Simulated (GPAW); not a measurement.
# GaN (F-43m) in GPAW: a series of runs

The runs below take GaN through optical spectrum by the Bethe-Salpeter equation, dielectric tensor, one-shot levels on a semilocal density, hybrid scf, with GLLB-SC, PBE, r2SCAN, r2SCAN-EpsX.

Everything below comes from runs of GPAW 26.7.0. Logs are shortened: lines on timing, memory, paths and dates and some standing lists are left out, and cuts for length are marked. The log counts tension as positive stress, the text compression.

**The experiment to reproduce.**

From a printed reference work, textbook, for a bulk crystal of GaN at 0 K: band gap 3.299 eV (direct).

The results are compared with them further down.

## 1. The crystal as given

Symmetry: F-43m, No. 216, cubic system. Conventional cell: a = 4.507 Å, b = 4.507 Å, c = 4.507 Å, α = 90.00°, β = 90.00°, γ = 90.00°. Ga (site symmetry -43m) has 4 N at 1.95 Å as nearest neighbours. N (site symmetry -43m) is surrounded by 4 Ga at 1.95 Å.

The cell is a database's computed one.

## 2. Optical spectrum by the Bethe-Salpeter equation, GLLB-SC

run.py reads:

```python
import numpy as np
from ase.dft.bandgap import bandgap
from ase.io import read, write
from gpaw import GPAW, PW
from gpaw.response.bse import BSE

atoms = read('POSCAR')

calc = GPAW(mode=PW(550),
            xc='GLLBSC',
            kpts={'size': (8, 8, 8), 'gamma': True},
            occupations={'name': 'fermi-dirac', 'width': 0.05},
            nbands=11,
            convergence={'density': 1e-06},
            maxiter=75,
            txt='gpaw.txt')
atoms.calc = calc
energy = atoms.get_potential_energy()
calc.write('gs.gpw')
write('result.traj', atoms)
print('Fermi level:', round(calc.get_fermi_level(), 4), 'eV')
print(f'Gap: {bandgap(calc)[0]:.4f} eV, direct: {bandgap(calc, direct=True)[0]:.4f} eV')

dense = calc.fixed_density(kpts={'size': (6, 6, 6), 'gamma': True},
                           nbands=50, convergence={'bands': 44},
                           update_fermi_level=True, txt='dense.txt')
dense.write('dense.gpw', mode='all')
gap = bandgap(dense, direct=True)[0]
print(f'Direct gap on the dense mesh: {gap:.4f} eV')

bse = BSE('dense.gpw',
          ecut=40,
          valence_bands=range(0, 4),
          conduction_bands=range(4, 8),
          nbands=44,
          mode='BSE',
          integrate_gamma='reciprocal',
          direction=2,
          txt='bse.txt',
          eshift=2)
bse.get_dielectric_function(w_w=np.linspace(0, 14, 281), eta=0.2, filename='bse.csv', write_eig='eig.dat')
_, energies, weights = np.loadtxt('eig.dat', unpack=True)
bright = energies[weights > 1e-3 * weights.max()]
print(f'Lowest exciton {energies.min():.4f} eV, lowest bright one {bright.min():.4f} eV')
```

POSCAR reads:

```
GaN
1.0
    0.0000000000      2.2535006075      2.2535006075
    2.2535006075      0.0000000000      2.2535006075
    2.2535006075      2.2535006075      0.0000000000
Ga N
1 1
Direct
    0.0000000000      0.0000000000      0.0000000000
    0.2500000000      0.2500000000      0.2500000000
```

Potentials or basis: the program's PAW data sets (release 1.2.1) made for this functional, pw.

Launch:

```bash
$ OMP_NUM_THREADS=1 python run.py
```

gpaw.txt:

```text
___ ___ ___ _ _ _
 |   |   |_  | | | |
 | | | | | . | | | |
 |__ |  _|___|_____|  26.7.0
 |___|_|

Input parameters:
  convergence: {density: 1e-06}
  kpts: {gamma: True,
         size: (8, 8, 8)}
  maxiter: 75
  mode: {ecut: 550.0,
         name: pw}
  nbands: 11
  occupations: {name: fermi-dirac,
                width: 0.05}
  xc: GLLBSC

System changes: positions, numbers, cell, pbc, initial_charges, initial_magmoms

Initialize ...

species:
  Ga:
    name:    Gallium
    Z:       31.0
    valence: 3
    core:    28
    charge:  0.0  # [|e|]
    compensation charges:
      type: gauss
      rc: 0.37  # [Å]
      lmax: 2
    cutoffs:
      filter: 2.06  # [Å]
      core: 4.02  # [Å]
    projectors
    | kind |    occ | energy [eV] | rcut [Å] |
    |------|--------|-------------|----------|
    |   4s |  2.000 |      -9.380 |    1.164 |
    |   4p |  1.000 |      -3.146 |    1.164 |
    |    s |        |      17.831 |    1.164 |
    |    p |        |      24.065 |    1.164 |
    |    d |        |       0.000 |    1.164 |

    Using partial waves for Ga as LCAO basis

  N:
    name:    Nitrogen
    Z:       7.0
    valence: 5
    core:    2
    charge:  0.0  # [|e|]
    compensation charges:
      type: gauss
      rc: 0.18  # [Å]
      lmax: 2
    cutoffs:
      filter: 1.11  # [Å]
      core: 0.96  # [Å]
    projectors
    | kind |    occ | energy [eV] | rcut [Å] |
    |------|--------|-------------|----------|
    |   2s |  2.000 |     -22.351 |    0.603 |
    |   2p |  3.000 |     -10.227 |    0.529 |
    |    s |        |       4.860 |    0.603 |
    |    p |        |      16.985 |    0.529 |
    |    d |        |       0.000 |    0.577 |

    Using partial waves for N as LCAO basis

Reference energy: -54319.485987  # eV

Spin-paired calculation

Convergence criteria:
 Maximum [total energy] change in last 3 cyles: 0.0005 eV / valence electron
 Maximum integral of absolute [dens]ity change: 1e-06 electrons / valence electron
 Maximum integral of absolute [eigenst]ate change: 4e-08 eV^2 / valence electron
 Maximum number of scf [iter]ations: 75
 (Square brackets indicate name in SCF output, whereas a 'c' in
 the SCF output indicates the quantity has converged.)

Symmetries present (total): 24

  ( 1  0  0)  ( 1  0  0)  ( 1  0 -1)  ( 1  0 -1)  ( 1 -1  0)  ( 1 -1  0)
  ( 0  1  0)  ( 0  0  1)  ( 0  1 -1)  ( 0  0 -1)  ( 0 -1  1)  ( 0 -1  0)
  ( 0  0  1)  ( 0  1  0)  ( 0  0 -1)  ( 0  1 -1)  ( 0 -1  0)  ( 0 -1  1)

  ( 0  1  0)  ( 0  1  0)  ( 0  1 -1)  ( 0  1 -1)  ( 0  0  1)  ( 0  0  1)
  ( 1  0  0)  ( 0  0  1)  ( 1  0 -1)  ( 0  0 -1)  ( 1  0  0)  ( 0  1  0)
  ( 0  0  1)  ( 1  0  0)  ( 0  0 -1)  ( 1  0 -1)  ( 0  1  0)  ( 1  0  0)

  ( 0  0 -1)  ( 0  0 -1)  ( 0 -1  1)  ( 0 -1  1)  ( 0 -1  0)  ( 0 -1  0)
  ( 1  0 -1)  ( 0  1 -1)  ( 1 -1  0)  ( 0 -1  0)  ( 1 -1  0)  ( 0 -1  1)
  ( 0  1 -1)  ( 1  0 -1)  ( 0 -1  0)  ( 1 -1  0)  ( 0 -1  1)  ( 1 -1  0)

  (-1  1  0)  (-1  1  0)  (-1  0  1)  (-1  0  1)  (-1  0  0)  (-1  0  0)
  (-1  0  1)  (-1  0  0)  (-1  1  0)  (-1  0  0)  (-1  1  0)  (-1  0  1)
  (-1  0  0)  (-1  0  1)  (-1  0  0)  (-1  1  0)  (-1  0  1)  (-1  1  0)

512 k-points: 8 x 8 x 8 Monkhorst-Pack grid + [1/16,1/16,1/16]
29 k-points in the irreducible part of the Brillouin zone
       k-points in crystal coordinates                weights
   0:     0.00000000    0.00000000    0.00000000          1/512
   1:     0.12500000    0.12500000    0.00000000          6/512
   2:     0.12500000    0.12500000    0.12500000          8/512
   3:     0.25000000    0.12500000    0.12500000         12/512
   4:     0.25000000    0.25000000    0.00000000          6/512
   5:     0.25000000    0.25000000    0.12500000         24/512
   6:     0.25000000    0.25000000    0.25000000          8/512
   7:     0.37500000    0.25000000   -0.37500000         24/512
   8:     0.37500000    0.25000000    0.12500000         24/512
   9:     0.37500000    0.25000000    0.25000000         24/512
          ...
  28:     0.50000000    0.50000000    0.50000000          4/512

Wave functions: Plane wave expansion
  Cutoff energy: 550.000 eV
  Number of coefficients (min, max): 645, 692
  Pulay-stress correction: 0.000000 eV/Ang^3 (de/decut=0.000000)
  Using FFTW library
  ScaLapack parameters: grid=1x1, blocksize=None
  Wavefunction extrapolation:
    Improved wavefunction reuse through dual PAW basis

Occupation numbers: Fermi-Dirac:
  width: 0.0500  # eV

Eigensolver
   Davidson(niter=2)

Densities:
  Coarse grid: 18*18*18 grid
  Fine grid: 36*36*36 grid
  Total Charge: 0.000000

Density mixing:
  Method: separate
  Backend: msr1
  Linear mixing parameter: 0.05
  old densities: 10
  Width of damping distribution: 1.1
  Damping of long wavelength oscillations: 20

Hamiltonian:
  XC and Coulomb potentials evaluated on a 36*36*36 grid
  Using the GLLBSC Exchange-Correlation functional
  External potential:
    NoExternalPotential

XC parameters: GLLBSC functional being used consists of
  -----------------------------------------------------------------------
  | Weight | Module     | Description                                   |
  -----------------------------------------------------------------------
  |  1.000 | SCREENING  | GGA_X_PBE_SOL with 2 nearest neighbor stencil |
  |  1.000 | RESPONSE   | eps=0.0500 eV                                 |
  |  1.000 | XC         | GGA_C_PBE_SOL with 2 nearest neighbor stencil |
  -----------------------------------------------------------------------

Number of atoms: 2
Number of atomic orbitals: 8
Number of bands in calculation: 11
Number of valence electrons: 8
Bands to converge: occupied

... initialized

Initializing position-dependent things.

Density initialized from atomic densities
Creating initial wave functions:
  8 bands from LCAO basis set
  3 bands from random numbers

           N
       Ga

Atomic positions and initial magnetic moments

Positions:
   0 Ga     0.000000    0.000000    0.000000    ( 0.0000,  0.0000,  0.0000)
   1 N      1.126750    1.126750    1.126750    ( 0.0000,  0.0000,  0.0000)

Unit cell:
           periodic     x           y           z      points  spacing
  1. axis:    yes    0.000000    2.253501    2.253501    18     0.1446
  2. axis:    yes    2.253501    0.000000    2.253501    18     0.1446
  3. axis:    yes    2.253501    2.253501    0.000000    18     0.1446

  Lengths:   3.186931   3.186931   3.186931
  Angles:   60.000000  60.000000  60.000000

Effective grid spacing dv^(1/3) = 0.1577

iter:   1   -15.338784
iter:   2   -15.147139   -1.44  -0.49
iter:   3   -12.747441   -0.23  -0.52
iter:   4   -12.447298   -1.37  -0.80
iter:   5   -12.897283   -0.70  -1.26
iter:   6   -12.352810   -1.72  -1.18
iter:   7   -12.311226   -2.39  -1.67
iter:   8   -12.311587   -2.92  -2.18
iter:   9   -12.312572c  -3.78  -2.89
iter:  10   -12.317899   -4.74  -2.81
iter:  11   -12.320996   -4.74  -3.06
iter:  12   -12.319932c  -6.61  -3.36
iter:  13   -12.319367c  -6.23  -4.01
iter:  14   -12.319614c  -7.63c -3.93
iter:  15   -12.319713c  -7.49c -4.07
iter:  16   -12.319763c  -7.88c -4.56
iter:  17   -12.319759c  -9.09c -5.77
iter:  18   -12.319760c -10.08c -5.69
iter:  19   -12.319764c -10.35c -5.61
iter:  20   -12.319763c -12.16c -5.53
iter:  21   -12.319763c -12.86c -5.45
iter:  22   -12.319762c -11.99c -5.37
iter:  23   -12.319757c -10.33c -5.27
iter:  24   -12.319753c -10.36c -5.53
iter:  25   -12.319755c -11.73c -6.00c

Converged after 25 iterations.

Dipole moment: (-0.979603, -0.979603, -0.979603) |e|*Ang

Energy contributions relative to reference atoms: (reference = -54319.485987)

Kinetic:        +28.379143
Potential:      -23.550251
External:        +0.000000
XC:             -17.233541
Entropy (-ST):   -0.000000
Local:           +0.084895
SIC:             +0.000000
--------------------------
Free energy:    -12.319755
Extrapolated:   -12.319755

GLLBSC response reference energy: 4.54638 eV (from HOMO)

Showing only first 2 kpts
 Kpt  Band  Eigenvalues  Occupancy
  0     2      4.54638    2.00000
  0     3      4.54638    2.00000
  0     4      6.62453    0.00000
  0     5     15.69078    0.00000

  1     2      4.10144    2.00000
  1     3      4.10148    2.00000
  1     4      8.12355    0.00000
  1     5     14.49129    0.00000

Fermi level: 5.52286

Gap: 2.078 eV
Transition (v -> c):
  (s=0, k=0, n=3, [0.00, 0.00, 0.00]) -> (s=0, k=0, n=4, [0.00, 0.00, 0.00])
No difference between direct/indirect transitions
Writing to gs.gpw (mode='')
```

It took 10 min on 1 thread of Arm Neoverse V1, shared host; peak memory 0.97 GiB.

What came out:

- Band gap on the k mesh, Kohn-Sham part alone, mean-field level: 2.08 eV, direct
- Exciton binding energy: 0.37 eV

Lowest exciton energies (eV): 3.71, 3.71, 3.71, 5.45, 5.45, 5.45, 5.58, 5.58

Caveat: the band lists can cut through equal levels, which moves peak heights; the k mesh is coarse; on so coarse a mesh excitons come out too strongly bound; on this mesh the treatment of q = 0 moves the result by about a tenth of an eV; a model potential gives levels but no total energy; the long-wavelength limit can be off by a per cent or two; response on these states lacks terms of the Hamiltonian; the static dielectric constant lacks the antiresonant part and is too small; spectra need much finer meshes, so this one isn't converged. A k mesh can miss the band edges.

## 3. Dielectric tensor, PBE

run.py reads:

```python
import numpy as np
from ase.dft.bandgap import bandgap
from ase.io import read, write
from gpaw import GPAW, PW
from gpaw.response.df import DielectricFunction

atoms = read('GaN.xyz')

calc = GPAW(mode=PW(650),
            xc='PBE',
            kpts={'size': (8, 8, 8), 'gamma': True},
            occupations={'name': 'fermi-dirac', 'width': 0.001},
            nbands=11,
            convergence={'density': 1e-06},
            maxiter=150,
            txt='gpaw.txt')
atoms.calc = calc
energy = atoms.get_potential_energy()
calc.write('gs.gpw')
write('result.traj', atoms)
print(f'Energy: {energy:.6f} eV')
print('Fermi level:', round(calc.get_fermi_level(), 4), 'eV')
print(f'Gap: {bandgap(calc)[0]:.4f} eV, direct: {bandgap(calc, direct=True)[0]:.4f} eV')

for size in [(18, 18, 18), (26, 26, 26)]:
    name = 'x'.join(str(n) for n in size)
    dense = calc.fixed_density(kpts={'size': size, 'gamma': True},
                               nbands=26, convergence={'bands': 20},
                               update_fermi_level=True, txt=f'dense-{name}.txt')
    dense.write(f'{name}.gpw', mode='all')
    df = DielectricFunction(f'{name}.gpw', frequencies=np.array([0.0]), hilbert=False, eta=0.001,
                            ecut=80, nbands=20, intraband=False, txt=f'df-{name}.txt')
    for xc in ['RPA', 'LR0.2', 'ALDA']:
        for direction in ['x', 'y', 'z', [0, 1, 1], [1, 0, 1], [1, 1, 0]]:
            e0, e = df.get_macroscopic_dielectric_constant(xc=xc, direction=direction)
            print(f'{name} {xc} {direction}: {e0:.4f} without, {e:.4f} with local fields')
```

GaN.xyz reads:

```xyz
2
Lattice="0.0000000000 2.2535006075 2.2535006075 2.2535006075 0.0000000000 2.2535006075 2.2535006075 2.2535006075 0.0000000000" Properties=species:S:1:pos:R:3 pbc="T T T"
Ga     0.0000000000      0.0000000000      0.0000000000
N      1.1267503038      1.1267503038      1.1267503038
```

Potentials or basis: GPAW PAW data sets (gpaw-data 1.2.1), pw.

Launch:

```bash
$ OMP_NUM_THREADS=1 python run.py
```

gpaw.txt:

```text
__  _  _
 | _ |_)|_||  |
 |__||  | ||/\| - 26.7.0

Input parameters:
  mode=PW(ecut=650.0),
  convergence={'density': 1e-06},
  kpts=MonkhorstPack(size=(8, 8, 8), gamma=True),
  maxiter=150,
  nbands=11,
  occupations=Occupations(name='fermi-dirac', width=0.001),
  xc=XC(name='PBE')

Diagonalizing LCAO Hamiltonian
Converting LCAO to pw mode

           N
       Ga

Atoms  # Å, Bohr magnetons
|   | symbol |        x |        y |        z |    initial magnetic moments |
|---|--------|----------|----------|----------|-----------------------------|
| 0 |     Ga | 0.000000 | 0.000000 | 0.000000 | ( 0.0000,  0.0000,  0.0000) |
| 1 |      N | 1.126750 | 1.126750 | 1.126750 | ( 0.0000,  0.0000,  0.0000) |

Unit cell  # Å
[... 158 lines left out ...]
maximum number of iterations: 150

SCF iterations
|iter     | |      energy | eigst |  dens |
|---------|-|-------------|-------|-------|
|iter:   1| |  -13.793338 | -0.30 |       |
|iter:   2| |  -13.307948 | -2.05 | -0.57 |
|iter:   3| |  -12.003222 | -0.70 | -0.62 |
|iter:   4| |  -12.001975 | -3.23 | -1.30 |
|iter:   5| |  -12.002868c| -3.51 | -1.57 |
|iter:   6| |  -12.002892c| -5.56 | -2.85 |
|iter:   7| |  -12.002904c| -6.24 | -3.17 |
|iter:   8| |  -12.002904c| -8.36c| -4.37 |
|iter:   9| |  -12.002904c| -8.04c| -4.86 |
|iter:  10| |  -12.002904c| -9.45c| -5.94 |
|iter:  11| |  -12.002904c|-10.34c| -6.61c|

Converged in 11 steps
Energy contributions relative to reference atoms: (reference = -54366.393033)

Energy contributions:
  Kinetic:          33.513396
  Coulomb:         -29.317433
  Zero:              0.083638
  External:          0.000000
  Xc:              -16.282506
  Entropy:          -0.000000
  Spinorbit:         0.000000
  ----------------------------
  Free energy:     -12.002904
  Extrapolated:    -12.002904

dipole moment: (-12.569353, -12.569353, -12.569353)  # |e|*Ang

Fermi level: 6.608
Eigenvalues  # (at kpt = [0.000, 0.000, 0.000])
| band index |      eig [eV] | occ [0-2] |
|------------|---------------|-----------|
|          0 |        -9.471 |     2.000 |
|          1 |         6.395 |     2.000 |
|          2 |         6.395 |     2.000 |
|          3 |         6.395 |     2.000 |
|          4 |         8.221 |     0.000 |
|          5 |        16.800 |     0.000 |
|          6 |        16.800 |     0.000 |
|          7 |        16.800 |     0.000 |
|          8 |        24.090 |     0.000 |
|          9 |        24.818 |     0.000 |
|         10 |        24.827 |     0.000 |

Gap: 1.826 eV
Transition (v -> c):
  (s=0, k=0, n=3, [0.00, 0.00, 0.00]) -> (s=0, k=0, n=4, [0.00, 0.00, 0.00])
No difference between direct/indirect transitions
# Writing to gs.gpw (mode='')
```

stdout:

```text
Energy: -12.002904 eV
Fermi level: 6.6081 eV
Gap: 1.8256 eV, direct: 1.8256 eV
18x18x18 RPA x: 5.8471 without, 5.5694 with local fields
18x18x18 RPA y: 5.8471 without, 5.5694 with local fields
18x18x18 RPA z: 5.8471 without, 5.5694 with local fields
[... 23 lines left out ...]
26x26x26 LR0.2 z: 5.8447 without, 5.9291 with local fields
26x26x26 LR0.2 [0, 1, 1]: 5.8447 without, 5.9291 with local fields
26x26x26 LR0.2 [1, 0, 1]: 5.8447 without, 5.9291 with local fields
26x26x26 LR0.2 [1, 1, 0]: 5.8447 without, 5.9291 with local fields
26x26x26 ALDA x: 5.8447 without, 5.8103 with local fields
26x26x26 ALDA y: 5.8447 without, 5.8103 with local fields
26x26x26 ALDA z: 5.8447 without, 5.8103 with local fields
26x26x26 ALDA [0, 1, 1]: 5.8447 without, 5.8103 with local fields
26x26x26 ALDA [1, 0, 1]: 5.8447 without, 5.8103 with local fields
26x26x26 ALDA [1, 1, 0]: 5.8447 without, 5.8103 with local fields
```

df-18x18x18.txt:

```text
FrequencyGridDescriptor(from 0.000 to 0.000 eV, 1 points)
FrequencyGridDescriptor(from 0.000 to 0.000 eV, 1 points)

Calculating chi0 body with:
    Ground state adapter containing:
    Number of spins: 1
    Number of kpoints: 5832
    Number of irreducible kpoints: 195
    Number of completely occupied states: 4
    Number of partially occupied states: 4
[... 383 lines left out ...]
      (3,3)   0.00000000  0.00000000  yes
      (4,-4)  0.00000000  0.00000000  yes
      (4,-3)  0.00000000  0.00000000  yes
      (4,-2)  0.00000000  0.00000000  yes
      (4,-1)  0.00000000  0.00000000  yes
      (4,0)   0.00000932  0.00000006  yes
      (4,1)   0.00000000  0.00000000  yes
      (4,2)   0.00000000  0.00000000  yes
      (4,3)   0.00000000  0.00000000  yes
      (4,4)   0.00000665  0.00000005  yes
      In total: 0.9999993586871792 of the surface norm square is covered on average
      In total: 0.9999993586871792 of the surface norm square could be covered on average

Finished calculating f(G)
```

Run time: 5.2 min. Hardware: 1 thread of Arm Neoverse N1, shared host; peak memory 0.84 GiB.

Results:

- Free energy: -12.0029 eV
- Band gap on the k mesh: 1.83 eV, direct
- Electronic dielectric tensor (diagonal): 5.57

Electronic dielectric tensor:
```
5.57 0.00 0.00
0.00 5.57 0.00
0.00 0.00 5.57
```

Caveat: the long-wavelength limit can be off by a per cent or two.

(Continued in part 2 of 2.)
